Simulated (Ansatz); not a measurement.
Input and output of a single-point calculation on Ga₂O₃ (C2/m) from a database of computed structures (the plane-wave code Ansatz, HSE06). The cell was relaxed with r2SCAN and then strained (epitaxial -2.0 % in the xy plane, free normal strain +1.36 %), with the atoms relaxed again with r2SCAN; k points keep the names of the unstrained zone.

Input file:
```yaml
crystal:
  lattice:
    - [6.0048650218, -1.4891667977, -0.0026490296]
    - [6.0048650218, 1.4891667977, -0.0026490296]
    - [-1.355965916, 0.0, 5.7180483035]
  atoms:
    - { symbol: Ga, position: [0.3417386015, 0.3417386015, 0.6826479321] }
    - { symbol: Ga, position: [0.6582613985, 0.6582613985, 0.3173520679] }
    - { symbol: Ga, position: [0.9045818125, 0.9045818125, 0.1977351507] }
    - { symbol: Ga, position: [0.0954181875, 0.0954181875, 0.8022648493] }
    - { symbol: O, position: [0.5053703647, 0.5053703647, 0.7491760835] }
    - { symbol: O, position: [0.4946296353, 0.4946296353, 0.2508239165] }
    - { symbol: O, position: [0.8282723896, 0.8282723896, 0.4392898254] }
    - { symbol: O, position: [0.1717276104, 0.1717276104, 0.5607101746] }
    - { symbol: O, position: [0.1692214868, 0.1692214868, 0.112246793] }
    - { symbol: O, position: [0.8307785132, 0.8307785132, 0.887753207] }
kpoints:
  mp_grid: { grid: [6, 6, 4] }
  band_path:
    path:
      - [0.0, 0.0, 0.0]
      - [-0.266303588, 0.266303588, 0.0]
      - [-0.733696412, -0.266303588, 0.0]
      - [-0.5, -0.5, 0.0]
      - [-0.5, -0.5, 0.5]
      - [-0.7419050365, -0.2580949635, 0.5]
      - [-0.2580949635, 0.2580949635, 0.5]
      - [0.0, 0.0, 0.5]
      - [-0.5, 0.0, 0.5]
      - [0.4375, -0.442708, -0.5]
    npoints: 1
hamiltonian:
  xc: hse06
scf:
  occupations: { method: fixed }
  n_extra_bands: 6
output:
  forces: true
  stress: true
  eigenvalues: true
```

It took 2.1 min on 1 × NVIDIA H100 80GB HBM3 with 2 threads of AMD EPYC 7R13 Processor (Zen 3) (shared host), load about 1.4 per core; peak host memory 4.9 GiB.

What the program printed (shortened):
```
scf.n_extra_bands = 6 over 44 filled bands (N_el = 88.0): the run solves 50 bands
Functional definition: HSE06
Crystal: 10 atoms, lattice volume = 102.254 Å³
Basis set: ecut = 420 eV, 1969 PW (Γ), FFT grids on a1−a2, a2, a3
Symmetry: 4 space group operations
Space group: C2/m (ITA 12)
k-points: 47 of 144
[warm-up without exact exchange]
SCF iter   1: HF=-18539.814013 eV  Δρ=1.29e-3  dr2=7.31e-4
SCF iter   2: HF=-18539.816306 eV  Δρ=6.13e-4  dr2=1.49e-4
SCF 1 stopped early in 2 iterations: F = -18539.816622 eV  dr2 = 1.49e-4
[exact exchange on]
Exchange kernel: α = 0.2500, screened, ω = 0.2079 Å⁻¹, Wigner–Seitz truncation, v(0) = 1045.2282 eV·Å³, q-mesh 6×6×4
SCF iter   1: HF=-18541.348885 eV  Δρ=1.70e-2  dr2=1.22e-1
SCF iter   2: HF=-18541.294569 eV  Δρ=5.48e-3  dr2=1.56e-2
SCF iter   3: HF=-18541.339924 eV  Δρ=4.31e-3  dr2=8.06e-3
SCF iter   4: HF=-18541.338244 eV  Δρ=1.33e-3  dr2=6.37e-4
SCF iter   5: HF=-18541.338995 eV  Δρ=6.80e-4  dr2=3.68e-4
SCF iter   6: HF=-18541.338907 eV  Δρ=2.51e-4  dr2=7.32e-5
SCF iter   7: HF=-18541.338888 eV  Δρ=5.10e-5  dr2=4.82e-6
SCF 2 stopped early in 7 iterations: F = -18541.338886 eV  dr2 = 4.82e-6
hybrid outer 1: dexx = +4.946e-2 eV, tail = 1.99e-4 eV
SCF iter   1: HF=-18541.337055 eV  Δρ=5.27e-5  dr2=2.18e-6
SCF iter   2: HF=-18541.337065 eV  Δρ=2.62e-5  dr2=3.17e-7
SCF iter   3: HF=-18541.337065 eV  Δρ=8.08e-6  dr2=5.85e-8
SCF iter   4: HF=-18541.337066 eV  Δρ=6.28e-6  dr2=2.46e-8
SCF iter   5: HF=-18541.337066 eV  Δρ=2.33e-6  dr2=6.02e-9
SCF iter   6: HF=-18541.337066 eV  Δρ=5.38e-7  dr2=4.27e-10
SCF 3 converged in 6 iterations: F = -18541.337066 eV  dr2 = 4.27e-10
hybrid outer 2: dexx = +3.146e-6 eV, tail = 6.72e-8 eV, Δε = 2.95e-3 eV, ΔF = 5.84e-3 eV/Å
hybrid SCF converged: 2 outer / 13 inner (+2 warm-up)
Free energy (F): -18541.337065 eV
Fermi energy:    7.181691 eV
--- Per-component energies (eV) ---
  E_band       = -271.493152
  E_kinetic    = 1528.301363
  E_local      = -9002.430735
  E_nonlocal   = 2020.902082
  E_hartree    = 4066.798718
  E_xc         = -572.565602
  E_vxc        = -630.815872
  E_exx        = -312.147538
  E_paw        = -8781.698101
  E_vpaw       = -1696.766861
  E_ewald      = -7488.800642
  E_core_change = 0.289025
--- Forces (eV/Å), atoms counted from 1 ---
  atom   1  Ga    -0.01868      0.00000      0.00475
  atom   2  Ga      0.01868      0.00000    -0.00475
  atom   3  Ga      0.02992      0.00000      0.00837
  atom   4  Ga    -0.02992      0.00000    -0.00837
  atom   5  O       0.05184      0.00000      0.02603
  atom   6  O     -0.05184      0.00000    -0.02603
  atom   7  O     -0.01311      0.00000    -0.01981
  atom   8  O       0.01311      0.00000      0.01981
  atom   9  O     -0.05229      0.00000    -0.00497
  atom  10  O       0.05229      0.00000      0.00497
--- Stress (GPa, compression-positive) ---
        5.620201       0.000000      -0.389992
        0.000000       8.944588       0.000000
       -0.389992       0.000000       0.090660
  P = ⅓ Tr σ = 4.8851 GPa (48.851 kbar)
```

The file bands.tsv (bands near the Fermi energy, numbered from 0, rounded):
```tsv
# k_distance	band_39	band_40	band_41	band_42	band_43	band_44	band_45	band_46	band_47
# fermi_ev = 7.181691
# [0, 0, 0] at k_distance = 0.000000
# [-0.266303588, 0.266303588, 0] at k_distance = 1.123605
# [-0.733696412, -0.266303588, 0] at k_distance = 1.678665
# [-0.5, -0.5, 0] at k_distance = 2.664691
# [-0.5, -0.5, 0.5] at k_distance = 3.214166
# [-0.7419050365, -0.2580949635, 0.5] at k_distance = 4.234827
# [-0.2580949635, 0.2580949635, 0.5] at k_distance = 4.776888
# [0, 0, 0.5] at k_distance = 5.865858
# [-0.5, 0, 0.5] at k_distance = 6.954402
# [0.4375, -0.442708, -0.5] at k_distance = 10.056251
# levels_relative_to = fermi_ev
0.000	-0.530	-0.513	-0.434	-0.247	-0.046	4.390	7.728	9.138	9.205
1.124	-0.935	-0.854	-0.749	-0.447	-0.286	7.792	8.541	9.036	9.328
1.679	-0.935	-0.854	-0.749	-0.447	-0.286	7.792	8.541	9.036	9.328
2.665	-1.199	-0.526	-0.487	-0.302	-0.288	6.598	6.823	8.155	8.987
3.214	-0.557	-0.548	-0.467	-0.386	-0.018	7.411	7.426	8.526	8.905
4.235	-1.337	-1.081	-1.042	-0.899	-0.665	9.124	9.165	10.087	10.283
4.777	-1.337	-1.081	-1.042	-0.899	-0.665	9.124	9.165	10.087	10.283
5.866	-1.323	-0.705	-0.485	-0.297	-0.252	6.894	6.986	9.166	9.670
6.954	-1.273	-1.165	-1.061	-0.777	-0.722	9.113	9.140	10.102	10.388
10.056	-0.992	-0.543	-0.529	-0.371	0.032	7.767	7.824	8.846	9.319
```
In order the rows are Γ, C, C₂, Y₂, M₂, D, D₂, A, L₂, (0.438, -0.443, -1/2).

HSE06 gives an indirect gap of 4.36 eV, from k = (0.438, -0.443, -1/2) to Γ; the least direct gap is 4.44 eV at Γ. The mean pressure at these positions is +4.9 GPa, compression counted positive. The stress of a hybrid is loosely converged here. The largest force is 0.06 eV/Å.

The values are computed, spin-unpolarised, and not measurements.

The meshes of the hybrids are coarse, so their gaps aren't converged to the digits shown.
